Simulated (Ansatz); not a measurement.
Crystal: Zr.

```
Zr
1.0
     3.23200    0.00000    0.00000
    -1.61600    2.79899    0.00000
     0.00000    0.00000    5.14700
Zr
2
Cartesian
  1.6160 0.9330 3.8603
  0.0000 1.8660 1.2868
```

- Program: Ansatz 0.2.0
- Task: relaxation of cell and atoms
- Functional: LDA
- Potentials or basis: all-electron LAPW, scalar-relativistic
- Basis error allowed: 0.001 eV/atom
- k mesh: 9 × 9 × 5
- Occupations: fermi-dirac, width 0.05 eV
- Spin: no spin polarisation

At the start: volume 23.28 Å³/atom.

Q: How do energy, volume and symmetry change on relaxing?

A: Over 5 steps the energy falls by 29.8 meV/atom and the volume is 21.80 Å³/atom (-6.4 %); space group P6_3/mmc (No. 194, to 0.05 Å).

Step by step:
| step | energy change (eV) | largest force (eV/Å) | volume (Å³) |
| --- | --- | --- | --- |
| 1 | 0.0000 | 0.0000 | 46.56 |
| 2 | -0.0593 | 0.0000 | 43.81 |
| 3 | -0.0597 | 0.0000 | 43.59 |
| 4 | -0.0597 | 0.0000 | 43.60 |
| 5 | -0.0597 | 0.0000 | 43.60 |

Final structure:
```
Zr
1.0
     3.14514    0.00000    0.00000
    -1.57257    2.72377    0.00000
     0.00000    0.00000    5.08948
Zr
2
Direct
  0.66667 0.33333 0.75000
  0.33333 0.66667 0.25000
```
